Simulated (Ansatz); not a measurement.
# TiCo3: a two-dimensional strain map

This session takes TiCo3 and sets out to strain the cell in the xy plane and along z independently.

Program: Ansatz 0.2.0. Level of theory: DFT PBEsol, scalar-relativistic, plane waves, PAW. These are calculated values, not measurements.

2 further runs of the same task are left out: 2 set aside as unsound or not needed. Runs told in other sessions of the task aren't counted.

**1. The starting structure**

The structure is cubic, space group Pm-3m (No. 221). Conventional cell: a = 3.528 Å, b = 3.528 Å, c = 3.528 Å, α = 90.00°, β = 90.00°, γ = 90.00°. Ti (site symmetry m-3m) is surrounded by 12 Co at 2.49 Å. Co (site symmetry 4/mmm) has 4 Ti at 2.49 Å and 8 Co at 2.49 Å in its first shell of neighbours.

Structure file:

```cif
data_structure
_symmetry_space_group_name_H-M 'P 1'
_symmetry_Int_Tables_number 1
_cell_length_a 3.5283
_cell_length_b 3.5283
_cell_length_c 3.5283
_cell_angle_alpha 90.000
_cell_angle_beta 90.000
_cell_angle_gamma 90.000
_cell_volume 43.92
loop_
_atom_site_label
_atom_site_type_symbol
_atom_site_fract_x
_atom_site_fract_y
_atom_site_fract_z
_atom_site_occupancy
Ti1 Ti 0.00000 0.00000 0.00000 1
Co1 Co 0.00000 0.50000 0.50000 1
Co2 Co 0.50000 0.00000 0.50000 1
Co3 Co 0.50000 0.50000 0.00000 1
```

This cell was relaxed beforehand with the same method: volume 10.98 Å³/atom, gap on the mesh none (metal), site moments up to 0.3 μB.

**2. The reference cell**

The reference gives a free energy of -17754.0614 eV, pressure -0.11 GPa, largest force 0.000 eV/Å and gap on the mesh none (metal). It was computed beforehand with the settings of the runs below.

**3. Setting up a two-dimensional strain map**

The cell is strained by p along both x and y and by q along z, with fractional coordinates fixed.

**4. Point p = -0.050, q = -0.050**

The input, input.yaml:

```yaml
crystal:
  lattice:
    - [3.3518379425, 0.0, 0.0]
    - [0.0, 3.3518379425, 0.0]
    - [0.0, 0.0, 3.3518379425]
  atoms:
    - { symbol: Ti, position: [0.0, 0.0, 0.0] }
    - { symbol: Co, position: [0.0, 0.5, 0.5], spin: 0.3 }
    - { symbol: Co, position: [0.5, 0.0, 0.5], spin: 0.3 }
    - { symbol: Co, position: [0.5, 0.5, 0.0], spin: 0.3 }
basis:
  ecutwfc: 420
kpoints:
  mp_grid: { grid: [14, 14, 14] }
hamiltonian:
  xc: pbesol
scf:
  occupations: { method: gaussian, width: 0.15 }
output:
  forces: true
  stress: true
  eigenvalues: true
  populations: true
magnetization:
  spin_polarized: true
```

On the command line:

```
$ ansatz run input.yaml --threads 2 --pin off --max-ram 5120MiB --backend cpu --events-out ev --progress --plain --runs-dir out
```

Standard output (excerpt; [...] marks lines left out):

```text
Warning: RAYON_NUM_THREADS=2 ignored (pool sized by the plan → 2); use --threads N
[...]
Pseudopotentials: kind: paw
Pseudopotential: Ti, paw, valence charge 12, recommended cutoff 420 eV (normal), Ti.paw.azcp
Pseudopotential: Co, paw, valence charge 17, recommended cutoff 420 eV (normal), Co.paw.azcp
Functional definition: PBEsol
[...]
Crystal: 4 atoms, lattice volume = 37.657 Å³
Basis set: ecut = 420 eV, 739 PW (Γ), exchange–correlation on 48×48×48 points (8 copies of the dense FFT grid, shifted against one another)
Bands: 39, of which v1, the nominal top of the filled ones, is band 32 counted from 1 (31 counted from 0)
Symmetry: 48 space group operations
Space group: Pm-3m (ITA 221), of the structure as read, at distance tolerance 3.4e-5 Å
Magnetic group: BNS 221.92 (UNI 1594), of the structure as read, at distance tolerance 3.4e-5 Å
k-points: 120 of 2744
[...]
Starting moments: Σ|m| = 0.9 μB on 3 of 4 sites
[...]
SCF iter   1: F=—  HF=-17753.449147 eV  |F-HF|=—  |Δ(HF+E_count)|=         —  Δρ=1.39e-1 (↑1.39e-1 ↓8.91e-2)  dr2=1.24e1  dr2_m=2.58e-1  M=0.195 μB ∫|m|=0.268 μB  β_m=0.30  ethr=3.10e-3  ⟨swp⟩=4.4  Hψ=28471  notcnv=0
[...]
spin=Collinear: Kerker preconditioning applied to the charge; magnetization (m = ρ↑ − ρ↓) channel mixes plain (no charge-response kernel on spin).
[...]
Starting moments: Σ|m| = 11 μB on 4 of 4 sites
[...]
spin=Collinear: Kerker preconditioning applied to the charge; magnetization (m = ρ↑ − ρ↓) channel mixes plain (no charge-response kernel on spin).
[...]
WARN: the starting moments were not kept: the SCF closed with an absolute magnetisation of 1.6e-5 μB, where they sum to 0.9 μB in size (3 sites). That is at most 0.1 of that sum. Measured as dr2_m measures the in/out step, that magnetisation stands 2.0e-10 eV from none, at or under the [...]
SCF converged after 13 iterations
Magnetization: 0.0000 μB (31.5000 up, 31.5000 down)
Absolute magnetization: 0.0000 μB (∫|ρ↑−ρ↓|, with the PAW one-centre terms)
Spin contamination: 0.0000 ħ² per cell (⟨S²⟩ above its minimum at these occupations)
Per-site moments (μB) at R_I (Å): [(-1.1117652912127608e-6, 0.9776692771642975), (4.881694173649964e-6, 0.9776692771642975), (4.88169417391544e-6, 0.9776692771642975), (4.881694173560556e-6, 0.9776692771642975)]
Free energy (F): -17753.193353 eV
[...]
E sigma→0 (E₀):  -17753.170413 eV
Entropy (-TS):   -0.045881 eV (-11.470 meV/atom)
Fermi energy:    22.669899 eV
[...]
--- Forces (eV/Å), atoms counted from 1 ---
  atom   1  Ti     0.00000000     0.00000000    -0.00000000
  atom   2  Co     0.00000000     0.00000000    -0.00000000
  atom   3  Co     0.00000000    -0.00000000    -0.00000000
  atom   4  Co     0.00000000    -0.00000000    -0.00000000
[...]
--- Stress (GPa, compression-positive) ---
       51.328262      -0.000000       0.000000
        0.000000      51.328262       0.000000
        0.000000       0.000000      51.328262
  P = ⅓ Tr σ = 51.3283 GPa (513.283 kbar)
--- Band table (eV; the first three rows and the last of 240) ---
[...]
--- Löwdin populations: 4 sites ---
  site symbol       q [e]    m [muB]
     0     Ti     11.9852    -0.0000
     1     Co     16.7876     0.0000
     2     Co     16.7876     0.0000
     3     Co     16.7876     0.0000
  spilling = 0.010351 (of n_electrons = 63.000000)
```

Run time: 40 s. Hardware: 2 threads of Arm Neoverse V2, shared host; peak memory 0.61 GiB.

Per atom:

```
atom  Löwdin electrons
 Ti1             11.99
 Co2             16.79
 Co3             16.79
 Co4             16.79
```

The Löwdin counts miss 0.65 of the 63 electrons, which the atomic orbitals do not span, so they are no charges.

**5. Point p = -0.050, q = 0.000**

Edit input.yaml of step 4 so:

```diff
@@ -4,3 +4,3 @@
     - [0.0, 3.3518379425, 0.0]
-    - [0.0, 0.0, 3.3518379425]
+    - [0.0, 0.0, 3.5282504658]
   atoms:
```

On the command line:

```
$ ansatz run input.yaml --threads 2 --pin off --max-ram 5120MiB --backend cpu --events-out ev --progress --plain --runs-dir out
```

Standard output (excerpt; [...] marks lines left out):

```text
[...]
WARN: the starting moments were not kept: the SCF closed with an absolute magnetisation of 5.0e-5 μB, where they sum to 0.9 μB in size (3 sites). That is at most 0.1 of that sum. Measured as dr2_m measures the in/out step, that magnetisation stands 2.4e-9 eV from none, at or under the [...]
SCF converged after 18 iterations
Magnetization: 0.0000 μB (31.5000 up, 31.5000 down)
Absolute magnetization: 0.0001 μB (∫|ρ↑−ρ↓|, with the PAW one-centre terms)
Spin contamination: 0.0000 ħ² per cell (⟨S²⟩ above its minimum at these occupations)
Per-site moments (μB) at R_I (Å): [(-3.1947002942143405e-6, 0.9776692771642975), (2.0727768896246016e-5, 0.9776692771642975), (2.0727768895725616e-5, 0.9776692771642975), (3.2060080300697765e-6, 0.9776692771642975)]
Free energy (F): -17753.651109 eV
[...]
E sigma→0 (E₀):  -17753.625751 eV
Entropy (-TS):   -0.050715 eV (-12.679 meV/atom)
Fermi energy:    21.368352 eV
[...]
--- Forces (eV/Å), atoms counted from 1 ---
  atom   1  Ti     0.00000000     0.00000000     0.00000000
  atom   2  Co     0.00000000     0.00000000     0.00000000
  atom   3  Co     0.00000000    -0.00000000     0.00000000
  atom   4  Co     0.00000000     0.00000000     0.00000000
[...]
--- Stress (GPa, compression-positive) ---
       34.189303       0.000000       0.000000
        0.000000      34.189303       0.000000
        0.000000       0.000000      23.862147
  P = ⅓ Tr σ = 30.7469 GPa (307.469 kbar)
--- Band table (eV; the first three rows and the last of 576) ---
[...]
--- Löwdin populations: 4 sites ---
  site symbol       q [e]    m [muB]
     0     Ti     11.9526    -0.0000
     1     Co     16.7874     0.0000
     2     Co     16.7874     0.0000
     3     Co     16.7972     0.0000
  spilling = 0.010720 (of n_electrons = 63.000000)
```

Wall time 2 min (2 threads of Arm Neoverse V2, shared host); peak memory 0.94 GiB.

**6. p = -0.050, q = 0.050**

Edit input.yaml of step 5 so:

```diff
@@ -4,3 +4,3 @@
     - [0.0, 3.3518379425, 0.0]
-    - [0.0, 0.0, 3.5282504658]
+    - [0.0, 0.0, 3.7046629891]
   atoms:
```

On the command line:

```
$ ansatz run input.yaml --threads 2 --pin off --max-ram 5120MiB --backend cpu --events-out ev --progress --plain --runs-dir out
```

Standard output (excerpt; [...] marks lines left out):

```text
Warning: RAYON_NUM_THREADS=2 ignored (pool sized by the plan → 2); use --threads N
[...]
Pseudopotentials: kind: paw
Pseudopotential: Ti, paw, valence charge 12, recommended cutoff 420 eV (normal), Ti.paw.azcp
Pseudopotential: Co, paw, valence charge 17, recommended cutoff 420 eV (normal), Co.paw.azcp
Functional definition: PBEsol
[...]
Crystal: 4 atoms, lattice volume = 41.621 Å³
Basis set: ecut = 420 eV, 813 PW (Γ), exchange–correlation on 48×48×50 points (8 copies of the dense FFT grid, shifted against one another)
Bands: 39, of which v1, the nominal top of the filled ones, is band 32 counted from 1 (31 counted from 0)
Symmetry: 16 space group operations
Space group: P4/mmm (ITA 123), of the structure as read, at distance tolerance 3.5e-5 Å
Magnetic group: BNS 123.339 (UNI 999), of the structure as read, at distance tolerance 3.5e-5 Å
k-points: 288 of 2744
[...]
Starting moments: Σ|m| = 0.9 μB on 3 of 4 sites
[...]
Free energy (F): -17753.809069 eV
[...]
E sigma→0 (E₀):  -17753.782874 eV
Entropy (-TS):   -0.052391 eV (-13.098 meV/atom)
Fermi energy:    20.228529 eV
[...]
--- Forces (eV/Å), atoms counted from 1 ---
  atom   1  Ti    -0.00000000     0.00000000     0.00000000
  atom   2  Co     0.00000000     0.00000000     0.00000000
  atom   3  Co    -0.00000000     0.00000000     0.00000000
  atom   4  Co     0.00000000     0.00000000     0.00000000
[...]
--- Stress (GPa, compression-positive) ---
       22.004061       0.000000       0.000000
        0.000000      22.004061       0.000000
        0.000000       0.000000       2.969899
  P = ⅓ Tr σ = 15.6593 GPa (156.593 kbar)
--- Band table (eV; the first three rows and the last of 576) ---
[...]
--- Löwdin populations: 4 sites ---
  site symbol       q [e]    m [muB]
     0     Ti     11.9220    -0.0688
     1     Co     16.7837     0.3751
     2     Co     16.7837     0.3751
     3     Co     16.8101     0.0402
  spilling = 0.011117 (of n_electrons = 63.000000)
```

It took 2 min on 2 threads of Arm Neoverse V2, shared host; peak memory 1.2 GiB.

**7. p = 0.000, q = -0.050**

Edit input.yaml of step 6 so:

```diff
@@ -2,5 +2,5 @@
   lattice:
-    - [3.3518379425, 0.0, 0.0]
-    - [0.0, 3.3518379425, 0.0]
-    - [0.0, 0.0, 3.7046629891]
+    - [3.5282504658, 0.0, 0.0]
+    - [0.0, 3.5282504658, 0.0]
+    - [0.0, 0.0, 3.3518379425]
   atoms:
```

On the command line:

```
$ ansatz run input.yaml --threads 2 --pin off --max-ram 5120MiB --backend cpu --events-out ev --progress --plain --runs-dir out
```

Standard output (excerpt; [...] marks lines left out):

```text
Warning: RAYON_NUM_THREADS=2 ignored (pool sized by the plan → 2); use --threads N
[...]
Pseudopotentials: kind: paw
Pseudopotential: Ti, paw, valence charge 12, recommended cutoff 420 eV (normal), Ti.paw.azcp
Pseudopotential: Co, paw, valence charge 17, recommended cutoff 420 eV (normal), Co.paw.azcp
Functional definition: PBEsol
[...]
Crystal: 4 atoms, lattice volume = 41.726 Å³
Basis set: ecut = 420 eV, 799 PW (Γ), exchange–correlation on 48×48×48 points (8 copies of the dense FFT grid, shifted against one another)
Bands: 39, of which v1, the nominal top of the filled ones, is band 32 counted from 1 (31 counted from 0)
Symmetry: 16 space group operations
Space group: P4/mmm (ITA 123), of the structure as read, at distance tolerance 3.5e-5 Å
Magnetic group: BNS 123.339 (UNI 999), of the structure as read, at distance tolerance 3.5e-5 Å
k-points: 288 of 2744
[...]
Starting moments: Σ|m| = 0.9 μB on 3 of 4 sites
[...]
Free energy (F): -17753.938482 eV
[...]
E sigma→0 (E₀):  -17753.911949 eV
Entropy (-TS):   -0.053066 eV (-13.266 meV/atom)
Fermi energy:    20.126791 eV
[...]
--- Forces (eV/Å), atoms counted from 1 ---
  atom   1  Ti    -0.00000000     0.00000000     0.00000000
  atom   2  Co     0.00000000     0.00000000     0.00000000
  atom   3  Co     0.00000000     0.00000000     0.00000000
  atom   4  Co     0.00000000     0.00000000     0.00000000
[...]
--- Stress (GPa, compression-positive) ---
       11.164550       0.000000       0.000000
        0.000000      11.164550       0.000000
        0.000000       0.000000      19.050437
  P = ⅓ Tr σ = 13.7932 GPa (137.932 kbar)
--- Band table (eV; the first three rows and the last of 576) ---
[...]
--- Löwdin populations: 4 sites ---
  site symbol       q [e]    m [muB]
     0     Ti     11.9225    -0.0456
     1     Co     16.7974     0.1092
     2     Co     16.7974     0.1092
     3     Co     16.7850     0.2416
  spilling = 0.011076 (of n_electrons = 63.000000)
```

Run time: 60 s. Hardware: 2 threads of Arm Neoverse V2, shared host; peak memory 0.94 GiB.

**8. At p = 0.000, q = 0.050**

Edit input.yaml of step 7 so:

```diff
@@ -4,3 +4,3 @@
     - [0.0, 3.5282504658, 0.0]
-    - [0.0, 0.0, 3.3518379425]
+    - [0.0, 0.0, 3.7046629891]
   atoms:
```

On the command line:

```
$ ansatz run input.yaml --threads 2 --pin off --max-ram 5120MiB --backend cpu --events-out ev --progress --plain --runs-dir out
```

Standard output (excerpt; [...] marks lines left out):

```text
Warning: RAYON_NUM_THREADS=2 ignored (pool sized by the plan → 2); use --threads N
[...]
Pseudopotentials: kind: paw
Pseudopotential: Ti, paw, valence charge 12, recommended cutoff 420 eV (normal), Ti.paw.azcp
Pseudopotential: Co, paw, valence charge 17, recommended cutoff 420 eV (normal), Co.paw.azcp
Functional definition: PBEsol
[...]
Crystal: 4 atoms, lattice volume = 46.118 Å³
Basis set: ecut = 420 eV, 913 PW (Γ), exchange–correlation on 48×48×50 points (8 copies of the dense FFT grid, shifted against one another)
Bands: 39, of which v1, the nominal top of the filled ones, is band 32 counted from 1 (31 counted from 0)
Symmetry: 16 space group operations
Space group: P4/mmm (ITA 123), of the structure as read, at distance tolerance 3.6e-5 Å
Magnetic group: BNS 123.339 (UNI 999), of the structure as read, at distance tolerance 3.6e-5 Å
k-points: 288 of 2744
[...]
Starting moments: Σ|m| = 0.9 μB on 3 of 4 sites
[...]
Free energy (F): -17753.989446 eV
[...]
E sigma→0 (E₀):  -17753.961394 eV
Entropy (-TS):   -0.056103 eV (-14.026 meV/atom)
Fermi energy:    17.991148 eV
[...]
--- Forces (eV/Å), atoms counted from 1 ---
  atom   1  Ti     0.00000000     0.00000000     0.00000000
  atom   2  Co     0.00000000     0.00000000     0.00000000
  atom   3  Co     0.00000000    -0.00000000     0.00000000
  atom   4  Co     0.00000000     0.00000000     0.00000000
[...]
--- Stress (GPa, compression-positive) ---
       -4.142501       0.000000       0.000000
        0.000000      -4.142501       0.000000
        0.000000       0.000000      -9.516221
  P = ⅓ Tr σ = -5.9337 GPa (-59.337 kbar)
--- Band table (eV; the first three rows and the last of 576) ---
[...]
--- Löwdin populations: 4 sites ---
  site symbol       q [e]    m [muB]
     0     Ti     11.8905    -0.4487
     1     Co     16.7754     1.1167
     2     Co     16.7754     1.1167
     3     Co     16.8038     0.9411
  spilling = 0.011982 (of n_electrons = 63.000000)
```

Run time: 74 s. Hardware: 2 threads of Arm Neoverse V2, shared host; peak memory 0.99 GiB.

**9. Point p = 0.050, q = -0.050**

Edit input.yaml of step 8 so:

```diff
@@ -2,5 +2,5 @@
   lattice:
-    - [3.5282504658, 0.0, 0.0]
-    - [0.0, 3.5282504658, 0.0]
-    - [0.0, 0.0, 3.7046629891]
+    - [3.7046629891, 0.0, 0.0]
+    - [0.0, 3.7046629891, 0.0]
+    - [0.0, 0.0, 3.3518379425]
   atoms:
```

On the command line:

```
$ ansatz run input.yaml --threads 2 --pin off --max-ram 5120MiB --backend cpu --events-out ev --progress --plain --runs-dir out
```

Standard output (excerpt; [...] marks lines left out):

```text
[...]
at 1 of the mixer's solves, the last at iteration 4, it left a direction of its history that read negative out of its fit and stepped the other way along it
SCF converged after 18 iterations
Magnetization: 2.6036 μB (32.8018 up, 30.1982 down)
Absolute magnetization: 3.6846 μB (∫|ρ↑−ρ↓|, with the PAW one-centre terms)
Spin contamination: 0.1364 ħ² per cell (⟨S²⟩ above its minimum at these occupations)
Per-site moments (μB) at R_I (Å): [(-0.319701442914973, 1.030411158855742), (0.9369246988013287, 1.030411158855742), (0.936924698801329, 1.030411158855742), (1.2563132134599007, 1.030411158855742)]
Free energy (F): -17753.940500 eV
[...]
E sigma→0 (E₀):  -17753.911905 eV
Entropy (-TS):   -0.057189 eV (-14.297 meV/atom)
Fermi energy:    18.075578 eV
[...]
--- Forces (eV/Å), atoms counted from 1 ---
  atom   1  Ti    -0.00000000     0.00000000     0.00000000
  atom   2  Co     0.00000000     0.00000000     0.00000000
  atom   3  Co    -0.00000000     0.00000000     0.00000000
  atom   4  Co     0.00000000    -0.00000000     0.00000000
[...]
--- Stress (GPa, compression-positive) ---
       -7.486326       0.000000       0.000000
        0.000000      -7.486326       0.000000
        0.000000       0.000000      -0.495678
  P = ⅓ Tr σ = -5.1561 GPa (-51.561 kbar)
--- Band table (eV; the first three rows and the last of 576) ---
[...]
--- Löwdin populations: 4 sites ---
  site symbol       q [e]    m [muB]
     0     Ti     11.8872    -0.4340
     1     Co     16.8039     0.9442
     2     Co     16.8039     0.9442
     3     Co     16.7494     1.2611
  spilling = 0.011996 (of n_electrons = 63.000000)
```

Run time: 79 s. Hardware: 2 threads of Arm Neoverse V2, shared host; peak memory 0.99 GiB.

**10. The scan collected**

Energy above the undisturbed cell in meV/atom; points alike by symmetry are filled in, and a dash was not computed:

```
 p \ q  -0.050  -0.025  0.000  0.025  0.050
-0.050   217.0       –  102.6      –   63.1
-0.025       –       –      –      –      –
 0.000    30.7       –    0.0      –   18.0
 0.025       –       –      –      –      –
 0.050    30.2       –      –      –      –
```

Pressure in GPa:

```
 p \ q  -0.050  -0.025  0.000  0.025  0.050
-0.050    51.3       –   30.7      –   15.7
-0.025       –       –      –      –      –
 0.000    13.8       –   -0.1      –   -5.9
 0.025       –       –      –      –      –
 0.050    -5.2       –      –      –      –
```

**11. What came out**

| quantity | value |
| --- | --- |
| highest point | 217.0 meV/atom at (p, q) = (-0.050, -0.050) |
| lowest point away from the origin | 18.0 meV/atom at (0.000, 0.050) |

In words: No computed point lies below the origin.
